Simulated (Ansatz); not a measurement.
# B5N4: the cost of one run

Computed with Ansatz 0.2.0 (DFT PBEsol, scalar-relativistic, plane waves, PAW, unless a step's input says otherwise).

1 further run of the same task is left out (set aside as unsound or not needed).

## (1) The structure to begin with

The structure is monoclinic, space group Cm (No. 8). Conventional cell: a = 7.112 Å, b = 2.504 Å, c = 26.078 Å, α = 90.00°, β = 90.00°, γ = 90.00°. N (site symmetry m) has 2 B at 1.45 Å as nearest neighbours. B (site symmetry m) has 3 N at 1.45 Å as nearest neighbours. Around N (site symmetry m) lie 3 B at 1.45 Å. B (site symmetry m) has 3 N at 1.45 to 1.47 Å as nearest neighbours. N (site symmetry m) is surrounded by 3 B at 1.43 to 1.47 Å. B (site symmetry m) has 3 N at 1.43 to 1.49 Å as nearest neighbours. Around N (site symmetry m) lie 3 B at 1.43 to 1.49 Å. B (site symmetry m) has 2 N at 1.43 Å as nearest neighbours. Only part of the 9 independent sites is listed.

As a file:

```xyz
9
Lattice="2.5042 0.0000 0.0000 -1.2521 3.5558 0.0000 0.0000 0.0000 26.0777" Properties=species:S:1:pos:R:3 pbc="T T T"
N     0.0000    0.2886    8.5000
B     1.2521    0.4371    9.2075
N     1.2521    0.7295   10.6234
B     0.0000    0.8780   11.3309
N     0.0000    1.1592   12.7773
B     1.2521    1.2920   13.4599
N     1.2520    1.5427   14.9287
B     0.0000    1.6404   15.6102
B     0.0000    1.6404   17.2902
```

## (2) B put at a top B site

Contents of input.yaml:

```yaml
crystal:
  lattice:
    - [2.5041946717, 0.0, 0.0]
    - [-1.2520973358, 3.5557880312, 0.0]
    - [0.0, 0.0, 26.0777041004]
  atoms:
    - { symbol: "N", position: [0.0405781396, 0.0811562793, 0.3259489396] }
    - { symbol: B, position: [0.5614564127, 0.1229128254, 0.3530789392] }
    - { symbol: "N", position: [0.60257568, 0.20515136, 0.407375024] }
    - { symbol: B, position: [0.123453953, 0.246907906, 0.4345050235] }
    - { symbol: "N", position: [0.1629939987, 0.3259956794, 0.4899710501] }
    - { symbol: B, position: [0.681669575, 0.3633467516, 0.5161470423] }
    - { symbol: "N", position: [0.7168984514, 0.4338483213, 0.5724680342] }
    - { symbol: B, position: [0.2306568555, 0.4613395919, 0.5986044189] }
    - { symbol: B, position: [0.2306568555, 0.4613395919, 0.6630272682], spin: 1.0 }
basis:
  ecutwfc: 420
kpoints:
  mp_grid: { grid: [11, 8, 1] }
hamiltonian:
  xc: pbesol
scf:
  occupations: { method: gaussian, width: 0.05 }
output:
  forces: true
  eigenvalues: true
  populations: true
  write_density: true
  write_potential: true
  elf: true
  volumetric_format: npy
magnetization:
  spin_polarized: true
relax:
  adjacent_minimum: "off"
  f_tol: 0.03
  max_steps: 70
  constraints: [{ sites: [0, 1, 2, 3] }]
efield:
  axis: 3
  dipole_correction: true
  ramp_width: 0.04
```

The run is started by

```sh
ansatz run input.yaml --threads 1 --pin off --max-ram 2560MiB --backend cpu --events-out ev --progress --plain --runs-dir out
```

**Question.** How long does this run take on 1 thread of Intel Xeon 6975P-C (Granite Rapids), shared host, and how much memory does it need?

About 18 min, with a peak of 1 GiB.
